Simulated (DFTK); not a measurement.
# GaAs (F-43m) in DFTK: settings compared

Aim: see how the results for GaAs move with the level of theory and the settings. Levels: r2SCAN, PBEsol. Tasks: band structure, equation of state.

All numbers are computed with DFTK 0.8.2; they aren't measurements. Logs are shortened: lines on timing, memory, paths and dates and some standing lists are left out, and cuts for length are marked.

**What was measured.**

From “Evidence of valence band perturbations in GaAsN/GaAs(001): A combined variable-angle spectroscopic ellipsometry and modulated photoreflectance investigation”, 2008, arxiv:0805.2212, for a bulk crystal of GaAs at 300 K: band gap 1.418 ± 0.005 eV (direct); band gap 1.412 ± 0.01 eV (direct).

The results are compared with them further down.

### 1 Starting point

It takes space group F-43m (No. 216, cubic). Conventional cell: a = 5.654 Å, b = 5.654 Å, c = 5.654 Å, α = 90.00°, β = 90.00°, γ = 90.00°. Around As (site symmetry -43m) lie 4 Ga at 2.45 Å. Ga (site symmetry -43m) is surrounded by 4 As at 2.45 Å.

### 2 Band structure, r2SCAN

run.jl

```julia
using DFTK
using PseudoPotentialData
using Unitful, UnitfulAtomic
using LinearAlgebra, Printf
include("save.jl")
disable_threading()

# lattice vectors are the columns
lattice = austrip(1u"Å") * [           0.0        2.82685        2.82685;
                  2.82685            0.0        2.82685;
                  2.82685        2.82685            0.0]
symbols   = [:As, :Ga]
positions = [[0.75, 0.75, 0.75],
             [0.0, 0.0, 0.0]]
pseudopotentials = Dict(:As => "As.upf", :Ga => "Ga.upf")
elements = Dict(s => ElementPsp(s, pseudopotentials; rcut=10.0) for s in unique(symbols))
atoms    = [elements[s] for s in symbols]

build_model(lattice, positions; symmetries=true) =
    model_DFT(lattice, atoms, positions;
              functionals=r2SCAN(),
              temperature=austrip(0.05u"eV"),
              smearing=Smearing.FermiDirac(),
              symmetries)
Ecut  = 45.0  # hartree
kgrid = [5, 5, 5]
tol   = 1e-6
to_GPa = ustrip(uconvert(u"GPa", 1u"hartree/bohr^3"))

model = build_model(lattice, positions)
basis = PlaneWaveBasis(model; Ecut, kgrid)
display(basis)
scfres = self_consistent_field(basis;
                               tol,
                               nbandsalg=AdaptiveBands(model; n_bands_converge=19))
display(scfres.energies)
@printf "Fermi level: %.6f eV\n" ustrip(auconvert(u"eV", something(scfres.εF, NaN)))
forces = compute_forces_cart(scfres)
println("Forces (eV/Å)")
for (s, f) in zip(symbols, forces)
    @printf "%-3s %12.6f %12.6f %12.6f\n" s ustrip.(auconvert.(u"eV/Å", f))...
end
stress = compute_stresses_cart(scfres)
println("Stress (GPa)")
display(round.(stress * to_GPa; digits=4))
println("Levels at the first k-point (eV): ", round.(ustrip.(auconvert.(u"eV", scfres.eigenvalues[1])); digits=4))
save_scf!(scfres; forces, stress)

points = Dict("G" => [0.0, 0.0, 0.0], "K" => [0.375, 0.375, 0.75], "L" => [0.5, 0.5, 0.5], "U" => [0.625, 0.25, 0.625], "W" => [0.5, 0.25, 0.75], "X" => [0.5, 0.0, 0.5])
segments = [("G", "X", 7), ("X", "W", 4), ("W", "K", 3), ("K", "G", 7), ("G", "L", 6), ("L", "U", 4), ("U", "W", 3), ("W", "L", 5), ("L", "K", 4), ("U", "X", 3)]
kcoords = vcat([[points[a] + t * (points[b] - points[a]) for t in range(0, 1, n)] for (a, b, n) in segments]...)
bands = compute_bands(scfres, ExplicitKpoints(kcoords); n_bands=21, tol=1e-5)
for (k, ε) in zip(bands.basis.kpoints, bands.eigenvalues)
    @printf "%d %8.4f %8.4f %8.4f " k.spin k.coordinate...
    println(join([@sprintf("%9.4f", e) for e in ustrip.(auconvert.(u"eV", ε .- scfres.εF))]))
end
results["band_energies"] = rows(bands.eigenvalues); results["band_kpoints"] = rows(kcoords)
```

Potentials or basis: in-house norm-conserving set (r2SCAN, scalar relativistic).

On the command line:

```sh
julia --threads=1 run.jl  # save.jl only writes the numbers to a file and isn't shown; printed stress counts tension as positive; times include loading and compiling
```

Log:

```text
[... set-up lines left out ...]
n     Energy            log10(ΔE)   log10(Δρ)   log10(Δτ)   Diag   Δtime
---   ---------------   ---------   ---------   ---------   ----   ------
  1   -171.2554434842                   -0.95        1.58    8.0    29.3s
  2   -171.2703958677       -1.83       -1.18       -0.08    2.0    11.3s
  3   -171.2710989643       -3.15       -1.48       -1.22    2.4    11.3s
  4   -171.2712931039       -3.71       -2.29       -1.12    2.0    9.43s
  5   -171.2713039832       -4.96       -2.46       -2.20    3.1    11.4s
  6   -171.2713067680       -5.56       -3.39       -2.11    1.5    7.83s
  7   -171.2713071868       -6.38       -3.34       -2.30    3.5    13.3s
  8   -171.2713072558       -7.16       -4.09       -2.84    1.4    8.04s
  9   -171.2713072639       -8.09       -5.05       -3.30    3.3    12.4s
 10   -171.2713072641       -9.68       -5.43       -4.36    3.3    11.6s
 11   -171.2713072641      -11.50       -5.90       -5.59    2.6    8.69s
 12   -171.2713072641      -11.84       -6.33       -5.21    2.6    14.5s
Energy breakdown (in Ha):
    Kinetic             149.2262350
    AtomicLocal         -148.3230559
    AtomicNonlocal      -109.0004664
    Ewald               -99.1764169
    PspCorrection       5.2640272
    Hartree             60.3181879
    Xc                  -29.5798182
    Entropy             -0.0000000

    total               -171.271307264123
Fermi level: 3.808759 eV
Forces (eV/Å)
As     -0.000000    -0.000000    -0.000000
Ga      0.000000     0.000000     0.000000
Stress (GPa)
3×3 StaticArraysCore.SMatrix{3, 3, Float64, 9} with indices SOneTo(3)×SOneTo(3):
 -0.5808  -0.0      0.0
  0.0     -0.5808   0.0
  0.0     -0.0     -0.5808
Levels at the first k-point (eV): [-32.605, -32.605, -32.605, -32.5933, -32.5933, -11.952, -11.952, -11.952, -11.8674, -11.8674, -9.9292, 3.2737, 3.2737, 3.2737, 4.2889, 7.3151, 7.3151, 7.3151, 11.5227, 13.9354, 13.9354, 15.5806]
1   0.0000   0.0000   0.0000  -36.4138 -36.4138 -36.4138 -36.4021 -36.4021 -15.7608 -15.7608 -15.7608 -15.6762 -15.6762 -13.7380  -0.5350  -0.5350  -0.5350   0.4802   3.5063   3.5063   3.5063   7.7140  10.1266  10.1266
1   0.0833   0.0000   0.0833  -36.4138 -36.4136 -36.4136 -36.4021 -36.4020 -15.7721 -15.7573 -15.7573 -15.6774 -15.6752 -13.6228  -1.6910  -0.8754  -0.8754   1.5922   3.1685   3.9923   3.9923   8.3084   8.8566  10.2461
1   0.1667   0.0000   0.1667  -36.4140 -36.4133 -36.4133 -36.4022 -36.4018 -15.7996 -15.7479 -15.7479 -15.6817 -15.6728 -13.2879  -3.1930  -1.5779  -1.5779   2.2830   3.0063   5.1249   5.1249   7.4492   9.8083  10.6036
1   0.2500   0.0000   0.2500  -36.4142 -36.4127 -36.4127 -36.4023 -36.4014 -15.8313 -15.7347 -15.7347 -15.6884 -15.6695 -12.7620  -4.6459  -2.2823  -2.2823   1.7370   3.1268   6.5296   6.5296   7.4835  11.1961  11.6131
1   0.3333   0.0000   0.3333  -36.4145 -36.4122 -36.4122 -36.4024 -36.4012 -15.8584 -15.7213 -15.7213 -15.6956 -15.6661 -12.1004  -5.9811  -2.8403  -2.8403   1.3242   2.4505   8.0379   8.0379   8.7770  12.0108  13.3189
1   0.4167   0.0000   0.4167  -36.4147 -36.4118 -36.4118 -36.4026 -36.4010 -15.8763 -15.7112 -15.7112 -15.7012 -15.6637 -11.4360  -7.0572  -3.1923  -3.1923   1.1637   1.7694   9.5085   9.5085  10.3328  12.9865  13.9580
[... 38 lines left out ...]
1   0.5625   0.1250   0.5625  -36.4145 -36.4119 -36.4118 -36.4025 -36.4010 -15.8792 -15.7131 -15.7094 -15.6985 -15.6647 -11.0985  -7.4710  -3.8384  -3.1998   1.4154   2.3472   9.3291   9.5170  10.4631  12.1826  13.5449
1   0.5000   0.0000   0.5000  -36.4148 -36.4117 -36.4117 -36.4026 -36.4009 -15.8825 -15.7075 -15.7075 -15.7033 -15.6628 -11.1095  -7.5227  -3.3121  -3.3121   1.2185   1.4167  10.3431  10.3431  11.2417  13.5843  13.5843
```

Run time: 7.4 min. Hardware: 1 thread of Intel Xeon Platinum 8375C at 2.90GHz (Ice Lake), shared host; peak memory 1.9 GiB.

Results:

```
Free energy             : -4660.5297 eV
Pressure                : 0.6 GPa
Band gap on the k mesh  : 1.02 eV, direct
Band gap along the path : 1.02 eV, direct
```

Levels at the corners of the path, in eV from the valence-band top:
| point | band 11 | band 12 | band 13 | band 14 | band 15 | band 16 | band 17 | band 18 |
| --- | --- | --- | --- | --- | --- | --- | --- | --- |
| Γ | -13.20 | 0.00 | 0.00 | 0.00 | 1.02 | 4.04 | 4.04 | 4.04 |
| X | -10.57 | -6.99 | -2.78 | -2.78 | 1.75 | 1.95 | 10.88 | 10.88 |
| W | -10.51 | -6.79 | -3.64 | -3.44 | 5.03 | 5.06 | 5.91 | 6.48 |
| K | -10.61 | -6.79 | -3.97 | -2.34 | 2.27 | 5.03 | 8.55 | 8.60 |
| Γ | -13.20 | 0.00 | 0.00 | 0.00 | 1.02 | 4.04 | 4.04 | 4.04 |
| L | -11.35 | -6.81 | -1.19 | -1.19 | 1.37 | 4.99 | 4.99 | 8.29 |
| U | -10.61 | -6.79 | -3.97 | -2.34 | 2.27 | 5.03 | 8.55 | 8.60 |
| W | -10.51 | -6.79 | -3.64 | -3.44 | 5.03 | 5.06 | 5.91 | 6.48 |
| L | -11.35 | -6.81 | -1.19 | -1.19 | 1.37 | 4.99 | 4.99 | 8.29 |
| K | -10.61 | -6.79 | -3.97 | -2.34 | 2.27 | 5.03 | 8.55 | 8.60 |
| U | -10.61 | -6.79 | -3.97 | -2.34 | 2.27 | 5.03 | 8.55 | 8.60 |
| X | -10.57 | -6.99 | -2.78 | -2.78 | 1.75 | 1.95 | 10.88 | 10.88 |

### 3 Equation of state, PBEsol

run.jl

```julia
using DFTK
using PseudoPotentialData
using Unitful, UnitfulAtomic
using LinearAlgebra, Printf
include("save.jl")
disable_threading()

lines = readlines("GaAs.cif")
tag(name) = parse(Float64, split(only(filter(startswith(name), lines)))[2])
a, b, c = tag.(["_cell_length_a", "_cell_length_b", "_cell_length_c"])
α, β, γ = deg2rad.(tag.(["_cell_angle_alpha", "_cell_angle_beta", "_cell_angle_gamma"]))
cx, cy  = cos(β), (cos(α) - cos(β) * cos(γ)) / sin(γ)
lattice = austrip(1u"Å") * [a b*cos(γ) c*cx; 0 b*sin(γ) c*cy; 0 0 c*sqrt(1 - cx^2 - cy^2)]
sites     = split.(lines[findlast(startswith("_atom_site_"), lines)+1:end])
symbols   = [Symbol(s[2]) for s in sites]
positions = [parse.(Float64, s[5:7]) for s in sites]
pseudopotentials = PseudoFamily("cp2k.nc.sr.pbe.v0_1.largecore.gth")
elements = Dict(s => ElementPsp(s, pseudopotentials) for s in unique(symbols))
atoms    = [elements[s] for s in symbols]

build_model(lattice, positions; symmetries=true) =
    model_DFT(lattice, atoms, positions;
              functionals=PBEsol(),
              temperature=austrip(0.05u"eV"),
              smearing=Smearing.FermiDirac(),
              symmetries)
Ecut  = 20.0  # hartree
kgrid = [8, 8, 8]
tol   = 1e-6
to_GPa = ustrip(uconvert(u"GPa", 1u"hartree/bohr^3"))

results["points"] = []
for scale in [0.94, 0.96, 0.98, 1.0, 1.02, 1.04, 1.06]
    println("\n=== scale = ", scale)
    model = build_model(cbrt(scale) * lattice, positions)
    basis = PlaneWaveBasis(model; Ecut, kgrid)
    t0 = time()
    scfres = self_consistent_field(basis;
                                   tol,
                                   nbandsalg=AdaptiveBands(model; n_bands_converge=9))
    seconds = time() - t0
    @printf "SCF: %d iterations, %.1f s\n" scfres.n_iter seconds
    forces = compute_forces_cart(scfres)
    stress = compute_stresses_cart(scfres)
    @printf "V = %.5f Å^3  F = %.8f Ha  max force = %.5f eV/Å  p = %.4f GPa\n" ustrip(auconvert(u"Å^3", model.unit_cell_volume)) scfres.energies.total ustrip(auconvert(u"eV/Å", maximum(norm, forces))) (-tr(stress) / 3 * to_GPa)
    push!(results["points"], save_scf!(scfres; forces, stress, d=Dict{String,Any}("seconds" => seconds, "n_matvec" => get(scfres, :n_matvec, 0))))
end

# third-order Birch-Murnaghan fit in x = V^(-2/3)
V = [0.94, 0.96, 0.98, 1.0, 1.02, 1.04, 1.06] * abs(det(lattice))
E = [p["total"] for p in results["points"]]
x = V .^ (-2 / 3)
c = [x .^ 0 x x .^ 2 x .^ 3] \ E
Δ = c[3]^2 - 3c[2] * c[4]
if Δ > 0
    x0 = (-c[3] + sqrt(Δ)) / 3c[4]
    B0 = 4 / 9 * x0^(7 / 2) * (2c[3] + 6c[4] * x0)
    @printf "V0 = %.4f Å^3  B0 = %.2f GPa\n" ustrip(auconvert(u"Å^3", x0^(-3 / 2))) B0 * to_GPa
end
```

GaAs.cif

```cif
data_GaAs
_cell_length_a 3.99776961
_cell_length_b 3.99776961
_cell_length_c 3.99776961
_cell_angle_alpha 60.00000000
_cell_angle_beta 60.00000000
_cell_angle_gamma 60.00000000
_space_group_name_H-M_alt 'P1'
_space_group_name_Hall 'P 1'
_space_group_IT_number 1
loop_
_space_group_symop_operation_xyz
'x,y,z'
loop_
_atom_site_label
_atom_site_type_symbol
_atom_site_symmetry_multiplicity
_atom_site_Wyckoff_symbol
_atom_site_fract_x
_atom_site_fract_y
_atom_site_fract_z
_atom_site_occupancy
As1 As 1 a 0.7500000000 0.7500000000 0.7500000000 1
Ga1 Ga 1 a 0.0000000000 0.0000000000 0.0000000000 1
```

Potentials or basis: cp2k.nc.sr.pbe.v0_1.largecore.gth (PBE, GTH, large core).

On the command line:

```sh
julia --threads=1 run.jl  # save.jl only writes the numbers to a file and isn't shown; printed stress counts tension as positive; times include loading and compiling
```

Wall time 2.7 min (1 thread of Intel Xeon 6975P-C (Granite Rapids), shared host); peak memory 1.7 GiB.

The run converged. Its results:

- Equilibrium volume: 23.36 Å³/atom
- Bulk modulus: 62 GPa
- Pressure derivative of the bulk modulus: 4.5

Energy against volume, from the lowest point:
```tsv
volume (Å³/atom)	energy (meV/atom)
21.234	44.57
21.686	26.56
22.138	13.56
22.590	5.11
23.041	0.72
23.493	0.00
23.945	2.55
```

Caveat: GTH potentials come without recommended cutoffs, and this one wasn't checked for convergence; the potentials were made for another functional, which shifts forces and pressure; this set keeps more shells in the core, which shifts pressures and gaps.

(Continued in part 2 of 2.)
